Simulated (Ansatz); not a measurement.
Input, command and steps of an Ansatz relaxation.

```yaml
crystal:
  lattice:
    - [-5.9597880289, 5.9597880289, 5.9597880289]
    - [5.9597880289, -5.9597880289, 5.9597880289]
    - [5.9597880289, 5.9597880289, -5.9597880289]
  atoms:
    - { symbol: In, position: [0.5, 0.5, 0.0] }
    - { symbol: In, position: [0.5, 0.75, 0.75] }
    - { symbol: In, position: [0.5, 0.0, 0.5] }
    - { symbol: In, position: [0.75, 0.25, 0.0] }
    - { symbol: In, position: [0.5, 0.25, 0.25] }
    - { symbol: In, position: [0.75, 0.5, 0.75] }
    - { symbol: In, position: [0.75, 0.75, 0.5] }
    - { symbol: In, position: [0.0, 0.0, 0.0] }
    - { symbol: In, position: [0.75, 0.0, 0.25] }
    - { symbol: In, position: [0.0, 0.25, 0.75] }
    - { symbol: In, position: [0.0, 0.5, 0.5] }
    - { symbol: In, position: [0.25, 0.75, 0.0] }
    - { symbol: In, position: [0.0, 0.75, 0.25] }
    - { symbol: In, position: [0.25, 0.0, 0.75] }
    - { symbol: In, position: [0.25, 0.25, 0.5] }
    - { symbol: In, position: [0.25, 0.5, 0.25] }
    - { symbol: In, position: [0.25, 0.5, 0.0] }
    - { symbol: P, position: [0.25, 0.75, 0.75] }
    - { symbol: P, position: [0.25, 0.0, 0.5] }
    - { symbol: P, position: [0.5, 0.25, 0.0] }
    - { symbol: P, position: [0.25, 0.25, 0.25] }
    - { symbol: P, position: [0.5, 0.5, 0.75] }
    - { symbol: P, position: [0.5, 0.75, 0.5] }
    - { symbol: P, position: [0.75, 0.0, 0.0] }
    - { symbol: P, position: [0.5, 0.0, 0.25] }
    - { symbol: P, position: [0.75, 0.25, 0.75] }
    - { symbol: P, position: [0.75, 0.5, 0.5] }
    - { symbol: P, position: [0.0, 0.75, 0.0] }
    - { symbol: P, position: [0.75, 0.75, 0.25] }
    - { symbol: P, position: [0.0, 0.0, 0.75] }
    - { symbol: P, position: [0.0, 0.25, 0.5] }
    - { symbol: P, position: [0.0, 0.5, 0.25] }
  host:
    lattice:
      - [0.0, 2.9798940145, 2.9798940145]
      - [2.9798940145, 0.0, 2.9798940145]
      - [2.9798940145, 2.9798940145, 0.0]
    atoms:
      - { symbol: In, position: [0.0, 0.0, 0.0] }
      - { symbol: P, position: [0.25, 0.25, 0.25] }
basis:
  ecutwfc: 420
  xc_grid: 2
kpoints:
  mp_grid: { grid: [2, 2, 2], shift: [0.0, 0.0, 0.0] }
hamiltonian:
  xc: pbe
scf:
  occupations: { method: gaussian, width: 0.02 }
output:
  forces: true
  stress: false
  eigenvalues: true
  charged_corrections:
    defect_position: [0.25, 0.5, 0.0]
    epsilon: [[15.0794, 0.0, 0.0], [0.0, 15.0794, 0.0], [0.0, 0.0, 15.0794]]
  write_density: true
  write_potential: true
  elf: true
  volumetric_format: npy
relax:
  adjacent_minimum: "off"
  f_tol: 0.025
  max_steps: 45
```

```bash
ansatz run input.yaml --threads 4 --pin off --max-ram 8192MiB --backend cpu --events-out ev --progress --plain --runs-dir out
```

These are results of Ansatz, DFT PBE, scalar-relativistic, plane waves, PAW, not measurements.

The cell holds a point defect: In on a P site (d), neutral.

Of 4 frames 3 are shown, positions in Å and forces in eV/Å; the SCF threshold varies from step to step.

```xyz
32
Lattice="-5.9598 5.9598 5.9598 5.9598 -5.9598 5.9598 5.9598 5.9598 -5.9598" Properties=species:S:1:pos:R:3:forces:R:3 pbc="T T T" step=1 free_energy_over_end_meV_per_atom=13.96
In    0.0000    0.0000    5.9598   -0.8084    0.8084    0.8084
In    5.9598    2.9799    2.9799    0.0269    0.0269   -0.0030
In    0.0000    5.9598    0.0000   -0.0030   -0.0269   -0.0269
In   -2.9799    2.9799    5.9598   -0.0269    0.0269    0.0030
In    0.0000    2.9799    2.9799    0.0269   -0.0030    0.0269
In    2.9799    5.9598    2.9799   -0.0269    0.0030    0.0269
In    2.9799    2.9799    5.9598   -0.0269   -0.0030   -0.0269
In    0.0000    0.0000    0.0000    0.0269   -0.0269    0.0030
In   -2.9799    5.9598    2.9799   -0.0269   -0.0269   -0.0030
In    5.9598    2.9799   -2.9799   -0.8084   -0.8084   -0.8084
In    5.9598    0.0000    0.0000    0.0269    0.0030   -0.0269
In    2.9799   -2.9799    5.9598    0.8084   -0.8084    0.8084
In    5.9598   -2.9799    2.9799   -0.0030    0.0269    0.0269
In    2.9799    5.9598   -2.9799    0.0030   -0.0269    0.0269
In    2.9799    2.9799    0.0000    0.0030    0.0269   -0.0269
In    2.9799    0.0000    2.9799    0.8084    0.8084   -0.8084
In    1.4899   -1.4899    4.4698    0.0000    0.0000    0.0000
P     7.4497    1.4899    1.4899   -0.0046   -0.0783    0.0783
P     1.4899    4.4698   -1.4899    0.0000    0.0000    0.0000
P    -1.4899    1.4899    4.4698   -0.0783    0.0783   -0.0046
P     1.4899    1.4899    1.4899   -0.0046    0.0783   -0.0783
P     4.4698    4.4698    1.4899   -0.0783   -0.0046    0.0783
P     4.4698    1.4899    4.4698    0.0783    0.0783    0.0046
P    -4.4698    4.4698    4.4698    0.0000    0.0000    0.0000
P    -1.4899    4.4698    1.4899    0.0783    0.0046    0.0783
P     1.4899    7.4497    1.4899    0.0046   -0.0783   -0.0783
P     1.4899    4.4698    4.4698    0.0000    0.0000    0.0000
P     4.4698   -4.4698    4.4698    0.0783   -0.0783   -0.0046
P     1.4899    1.4899    7.4497    0.0046    0.0783    0.0783
P     4.4698    4.4698   -4.4698   -0.0783    0.0046   -0.0783
P     4.4698    1.4899   -1.4899   -0.0783   -0.0783    0.0046
P     4.4698   -1.4899    1.4899    0.0783   -0.0046   -0.0783
32
Lattice="-5.9598 5.9598 5.9598 5.9598 -5.9598 5.9598 5.9598 5.9598 -5.9598" Properties=species:S:1:pos:R:3:forces:R:3 pbc="T T T" step=2 free_energy_over_end_meV_per_atom=0.79
In   -0.1135    0.1135    6.0733    0.1291   -0.1291   -0.1291
In    5.9731    2.9932    2.9742    0.0838    0.0838    0.0205
In   -0.0057    5.9465   -0.0133    0.0205   -0.0838   -0.0838
In   -2.9932    2.9932    5.9655   -0.0838    0.0838   -0.0205
In    0.0133    2.9742    2.9932    0.0838    0.0205    0.0838
In    2.9666    5.9655    2.9932   -0.0838   -0.0205    0.0838
In    2.9666    2.9742    5.9465   -0.0838    0.0205   -0.0838
In    0.0133   -0.0133    0.0057    0.0838   -0.0838   -0.0205
In   -2.9932    5.9465    2.9742   -0.0838   -0.0838    0.0205
In    5.8463    2.8664   -3.0934    0.1291    0.1291    0.1291
In    5.9731    0.0057   -0.0133    0.0838   -0.0205   -0.0838
In    3.0934   -3.0934    6.0733   -0.1291    0.1291   -0.1291
In    5.9541   -2.9666    2.9932    0.0205    0.0838    0.0838
In    2.9856    5.9465   -2.9666   -0.0205   -0.0838    0.0838
In    2.9856    2.9932   -0.0133   -0.0205    0.0838   -0.0838
In    3.0934    0.1135    2.8664   -0.1291   -0.1291    0.1291
In    1.4899   -1.4899    4.4698    0.0000    0.0000    0.0000
P     7.4458    1.4536    1.5263   -0.0361    0.0342   -0.0342
P     1.4899    4.4698   -1.4899    0.0000    0.0000    0.0000
P    -1.5263    1.5263    4.4659    0.0342   -0.0342   -0.0361
P     1.4860    1.5263    1.4536   -0.0361   -0.0342    0.0342
P     4.4335    4.4659    1.5263    0.0342   -0.0361   -0.0342
P     4.5062    1.5263    4.4738   -0.0342   -0.0342    0.0361
P    -4.4698    4.4698    4.4698    0.0000    0.0000    0.0000
P    -1.4536    4.4738    1.5263   -0.0342    0.0361   -0.0342
P     1.4939    7.4134    1.4536    0.0361    0.0342    0.0342
P     1.4899    4.4698    4.4698    0.0000    0.0000    0.0000
P     4.5062   -4.5062    4.4659   -0.0342    0.0342   -0.0361
P     1.4939    1.5263    7.4861    0.0361   -0.0342   -0.0342
P     4.4335    4.4738   -4.5062    0.0342    0.0361    0.0342
P     4.4335    1.4536   -1.4860    0.0342    0.0342    0.0361
P     4.5062   -1.4939    1.4536   -0.0342   -0.0361    0.0342
32
Lattice="-5.9598 5.9598 5.9598 5.9598 -5.9598 5.9598 5.9598 5.9598 -5.9598" Properties=species:S:1:pos:R:3:forces:R:3 pbc="T T T" step=4 free_energy_over_end_meV_per_atom=0.00
In   -0.0938    0.0938    6.0536    0.0116   -0.0116   -0.0116
In    5.9789    2.9990    2.9767   -0.0079   -0.0079   -0.0129
In   -0.0032    5.9406   -0.0191   -0.0129    0.0079    0.0079
In   -2.9990    2.9990    5.9630    0.0079   -0.0079    0.0129
In    0.0191    2.9767    2.9990   -0.0079   -0.0129   -0.0079
In    2.9607    5.9630    2.9990    0.0079    0.0129   -0.0079
In    2.9607    2.9767    5.9406    0.0079   -0.0129    0.0079
In    0.0191   -0.0191    0.0032   -0.0079    0.0079    0.0129
In   -2.9990    5.9406    2.9767    0.0079    0.0079   -0.0129
In    5.8660    2.8861   -3.0737    0.0116    0.0116    0.0116
In    5.9789    0.0032   -0.0191   -0.0079    0.0129    0.0079
In    3.0737   -3.0737    6.0536   -0.0116    0.0116   -0.0116
In    5.9566   -2.9607    2.9990   -0.0129   -0.0079   -0.0079
In    2.9831    5.9406   -2.9607    0.0129    0.0079   -0.0079
In    2.9831    2.9990   -0.0191    0.0129   -0.0079    0.0079
In    3.0737    0.0938    2.8861   -0.0116   -0.0116    0.0116
In    1.4899   -1.4899    4.4698    0.0000    0.0000    0.0000
P     7.4463    1.4582    1.5217    0.0002   -0.0044    0.0044
P     1.4899    4.4698   -1.4899    0.0000    0.0000    0.0000
P    -1.5217    1.5217    4.4664   -0.0044    0.0044    0.0002
P     1.4865    1.5217    1.4582    0.0002    0.0044   -0.0044
P     4.4381    4.4664    1.5217   -0.0044    0.0002    0.0044
P     4.5016    1.5217    4.4733    0.0044    0.0044   -0.0002
P    -4.4698    4.4698    4.4698    0.0000    0.0000    0.0000
P    -1.4582    4.4733    1.5217    0.0044   -0.0002    0.0044
P     1.4934    7.4180    1.4582   -0.0002   -0.0044   -0.0044
P     1.4899    4.4698    4.4698    0.0000    0.0000    0.0000
P     4.5016   -4.5016    4.4664    0.0044   -0.0044    0.0002
P     1.4934    1.5217    7.4815   -0.0002    0.0044    0.0044
P     4.4381    4.4733   -4.5016   -0.0044   -0.0002   -0.0044
P     4.4381    1.4582   -1.4865   -0.0044   -0.0044   -0.0002
P     4.5016   -1.4934    1.4582    0.0044    0.0002   -0.0044
```

Time: 39 s on 4 threads of Arm Neoverse V2 (shared host), peak memory 2.5 GiB.